Ansatz 0.2.0, plane-wave PAW density functional theory, PBE+D3(BJ), scalar-relativistic, no spin polarization; relaxed two-layer ZrSe2 slab, 420 eV cutoff, 21 × 21 × 1 k mesh, 0.05 eV Gaussian smearing. Plane shares cover states 0 to 0.5 eV above the Fermi level (mid-gap), every state counted full; planes run from the bottom up, with heights measured from the top atom.

| row | plane share | plane formula | plane height (Å) |
| --- | --- | --- | --- |
| 1 | 0.139 | Se | -9.202 |
| 2 | 0.232 | Zr | -7.628 |
| 3 | 0.128 | Se | -6.056 |
| 4 | 0.130 | Se | -3.146 |
| 5 | 0.232 | Zr | -1.574 |
| 6 | 0.139 | Se | 0.000 |

## What a plane share counts

The slab is two layers of ZrSe2, each a sheet of zirconium between two sheets of selenium. The plane share is the fraction of the electron density of the chosen states that is assigned to one atomic plane, and the six shares add up to one. The plane height is measured from the top atom, so row 6 is the upper surface and row 5 the zirconium just beneath it.

The energy window opens in the middle of the band gap. The lowest empty level on the k mesh lies 0.23 eV above that point, so the window catches only the lowest 0.27 eV of the conduction band. The shares therefore describe where added electrons would go, averaged over the 0.54 states per cell in the window, not where the electrons already present reside.

## Why zirconium leads, row 5

Each zirconium plane holds 0.232 of the density, about 1.7 times the average selenium plane. The reason is standard bonding chemistry. Zirconium gives up its four valence electrons and is left with an empty 4d shell, while selenium fills its 4p shell. The filled levels are then mostly selenium, and the lowest empty ones mostly zirconium 4d.

If that were the whole story, each zirconium plane would hold one half and selenium nothing. The calculation is far from this limit: the four selenium planes together hold 0.54, more than the two zirconium planes. Two effects can carry density from zirconium to the selenium planes.

The first is mixing. Zirconium 4d and selenium 4p orbitals overlap along the bonds and combine into pairs of levels. The lower, bonding partner is mostly selenium and is filled. The upper, antibonding partner is mostly zirconium and empty, but it keeps some selenium character. This admixture grows when the orbitals overlap more strongly or lie closer in energy.

The second is plain geometry. Halfway from the zirconium plane to its selenium neighbour is only about 0.8 Å, while a zirconium 4d cloud extends to roughly 1 Å and beyond. If space is divided near the halfway point, part of a pure zirconium orbital is booked under selenium. The rule of division is not recorded, so the table cannot tell how much of the selenium share is real mixing and how much is reach. With a cut halfway, a free 4d orbital is expected to lose less than half of its density, and much less if it lies in the plane. Reach alone should then fall short of 0.54, and both effects probably contribute. A plane share should not be read as an orbital population.

## Why the two layers match

Rows 1 to 3 together hold one half of the density, and so do rows 4 to 6. This looks like a statement about how the states spread through the slab, but symmetry alone requires it.

The slab has an inversion centre in the gap between its layers. Inversion turns a state that travels one way in the plane into a state that travels the opposite way, with its density inverted through that centre. Without spin effects, time reversal also links these two states, and it leaves the density unchanged. The density of each state must therefore equal its own inverted image, which puts half of it in each layer. Where levels coincide, the same holds for the group taken together.

The pattern of the table thus comes down to one layer and its inverted copy. Giving every plane the average share of its element, taken over all six rows, reproduces the table with a typical miss of 0.004. The element sets nearly everything, and what remains is a small difference among the selenium planes.

## The small irregularity, rows 4 and 6

The outer selenium planes hold 0.139 each, the inner ones 0.129 on average, a difference of about 8% of the inner share. Rows 3 and 4 should be equal by symmetry but differ by 0.002, which gives a feeling for the numerical noise. The difference between outer and inner planes is several times as large.

The two kinds of selenium plane have different surroundings. An inner plane faces the selenium of the other layer across a gap of 2.9 Å, while an outer plane faces vacuum. A cut halfway across the gap cannot by itself make the difference: whatever tail one inner plane loses to the other layer, inversion symmetry returns to it. With such a cut, the difference has to come from the contact across the gap, which may alter the mixing or reshape the tails. This remains a guess, since the rule of division is not recorded and no single layer was computed for comparison. The calculation warns of a rough exchange-correlation potential where the density is thin. At 3 Å above the surface the density of these states is already below $10^{-5}$ electrons per Å³, so the warning bears more on the image discussed next than on the shares.

## What a tip would see, rows 5 and 6

A scanning tunnelling microscope that feeds electrons into these empty states responds to their density above the surface. Zirconium has the larger share, so it might seem the brighter atom. In the same calculation, 3 Å above the top atom, the brightest point lies over the top selenium and the darkest over zirconium, with a density ratio of 12.

A short estimate tests the simplest reason, height. Above the surface the density of these states falls exponentially, as $e^{-\kappa z}$, where $z$ is the height and $\kappa$ the decay constant, calculated as 2.77 per Å. The top selenium lies 1.574 Å closer to the tip than zirconium, which gives it a head start of

$$e^{2.77\times 1.574}\approx 78 .$$

Its smaller share takes back only a little:

$$78\times\frac{0.139}{0.232}\approx 47 .$$

The estimate gets the direction right but is about four times too large. It treats the space between the two planes as vacuum, although the attraction of the atoms there changes how the density falls off. It also ignores the selenium atoms around each zirconium, whose tails spread sideways and reach the dark spot. More seriously, it does not depend on the height of the tip, while the calculated ratio falls from 12 at 3 Å to 6.5 at 4 Å and 3.8 at 5 Å. The filled states down to 0.85 eV below the Fermi level, expected to be mostly selenium and with a similar head start, give a ratio of only 3.0 at 3 Å.

Height can't be the whole reason either. The inner selenium of row 4 lies deeper than zirconium and has a smaller share, yet the calculated spot above it is brighter than the one above zirconium. The way the tails add or cancel probably matters more. The decay corresponds to an apparent barrier of 7.3 eV, above the work function of 5.4 eV, which points to states with a large wave vector along the surface. States near the edge of the Brillouin zone are expected to form standing waves whose density has the period of the lattice. This would give a strong contrast, with the bright site set by the phase of the wave above the surface. What holds for this surface is that the plane with the largest share is not the one that looks brightest.

The voltage at which a real sample would show this image should not be taken from the window. PBE usually makes band gaps too small, the spin-orbit coupling left out here is expected to raise the top of the selenium valence band and so move the mid-gap zero, and real crystals often carry extra electrons that shift the Fermi level.

## The question a thicker slab would settle

It remains open whether the lowest empty states of ZrSe2 prefer the surface. Here both layers are surface layers, and symmetry makes them equal whatever the states would like to do. With three layers, symmetry would still tie the two outer ones together but leave the middle one free. A third is not the fair share to compare with, though. When three equal layers couple only to their neighbours, the lowest of the three resulting levels is expected to keep half of its density in the middle layer, and the next one none. The test is therefore the lowest level alone: clearly less than half in the middle would be the first sign of a preference for the surface.
